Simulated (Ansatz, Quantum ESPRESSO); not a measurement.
## HgTe: bulk modulus by level of theory

**What was measured.** The bulk modulus of HgTe (Coloradoite) (F-43m) is reported as 43 GPa (a printed reference work). The runs below try to reproduce it.

The structure is cubic, space group F-43m (No. 216). The conventional cell has a = 6.429 Å, b = 6.429 Å, c = 6.429 Å, α = 90.00°, β = 90.00°, γ = 90.00°. Around Hg (site symmetry -43m) lie 4 Te at 2.78 Å. Around Te (site symmetry -43m) lie 4 Hg at 2.78 Å.

| rung | level | program and potentials | cutoff (eV) | k mesh | smearing | core time | chip | bulk modulus (GPa) | miss | notes |
| --- | --- | --- | --- | --- | --- | --- | --- | --- | --- | --- |
| GGA + dispersion | PBE+D4 | Ansatz, Ansatz PAW | 420 | 7 × 7 × 7 | fermi-dirac 0.05 | 24 s | Arm Neoverse V1 | 40.1 | -6.7 % | - |
| LDA | LDA | Ansatz, Ansatz PAW | 420 | 7 × 7 × 7 | fermi-dirac 0.05 | 40 s | Intel Xeon Skylake/Cascade Lake | 47.3 | +10.0 % | potentials made for PBE, which Ansatz adapts in part |
| GGA + dispersion | RPBE+D4 | Ansatz, Ansatz PAW | 420 | 7 × 7 × 7 | fermi-dirac 0.05 | 41 s | Intel Xeon Skylake/Cascade Lake | 38.0 | -11.6 % | potentials made for PBE, which Ansatz adapts in part |
| LDA | LDA | Quantum ESPRESSO, GBRV 1.5 LDA | 612 | 7 × 7 × 7 | fermi-dirac 0.05 | 59 s | AMD EPYC 9R45 Zen 5 | 47.8 | +11.2 % | - |
| meta-GGA + dispersion | r2SCAN+D4 | Ansatz, Ansatz PAW | 500 | 7 × 7 × 7 | fermi-dirac 0.05 | 61 s | Arm Neoverse V1 | 42.0 | -2.3 % | potentials made for PBE, which Ansatz adapts in part |
| meta-GGA + dispersion | r2SCAN+D3(BJ) | Ansatz, Ansatz PAW | 500 | 7 × 7 × 7 | fermi-dirac 0.05 | 63 s | Arm Neoverse V1 | 42.6 | -0.9 % | potentials made for PBE, which Ansatz adapts in part |
| GGA | PBEsol | Ansatz, PseudoDojo PBEsol stringent | 1388 | 7 × 7 × 7 | fermi-dirac 0.05 | 2.1 min | Arm Neoverse V1 | 42.1 | -2.1 % | - |
| hybrid | r2SCAN50 | Ansatz, Ansatz PAW | 500 | 4 × 4 × 4 | fermi-dirac 0.05 | 4 min | Intel Xeon 6975P-C Granite Rapids | 48.6 | +13.0 % | coarse mesh; potentials made for PBE, which Ansatz adapts in part |
| hybrid | LC-wPBE | Ansatz, Ansatz PAW | 420 | 4 × 4 × 4 | fermi-dirac 0.05 | 4 min | AMD EPYC 7B13 Zen 3 | 54.3 | +26.3 % | coarse mesh; potentials made for PBE, which Ansatz adapts in part |
| GGA | PBEsol | Quantum ESPRESSO, PseudoDojo 0.4.1 SR PBEsol standard | 1088 | 7 × 7 × 7 | fermi-dirac 0.05 | 7 min | Intel Xeon Platinum 8175M Skylake/Cascade Lake | 42.2 | -1.9 % | - |

Times are single runs on shared hosts and different chips, so they are rough; meshes, cutoffs and the tasks' sizes weigh on the time. Task: equation of state. All rows: no spin polarisation. Smearing widths are in eV. The cell comes from a database and isn't always the measured one. For a metal such meshes aren't converged. Meshes differ between rows, which moves values too. Meshes are those of the run's cell of 2 atoms unless a note names another. Misses use the values as printed. Runs on faulty files, with rough fits or with known faults for this quantity aren't shown. No row holds spin-orbit coupling.

By rung: LDA 47.3 to 47.8; GGA + dispersion 38.0 to 40.1; GGA 42.1 to 42.2; meta-GGA + dispersion 42.0 to 42.6; hybrid on coarse meshes 48.6 to 54.3 (GPa). Measured: 43 GPa (a printed reference work). Closest, coarse meshes and atomic bases left aside, is r2SCAN+D3(BJ) (-0.9 %). The runs are for a static lattice, while measurements hold temperature and zero-point motion.
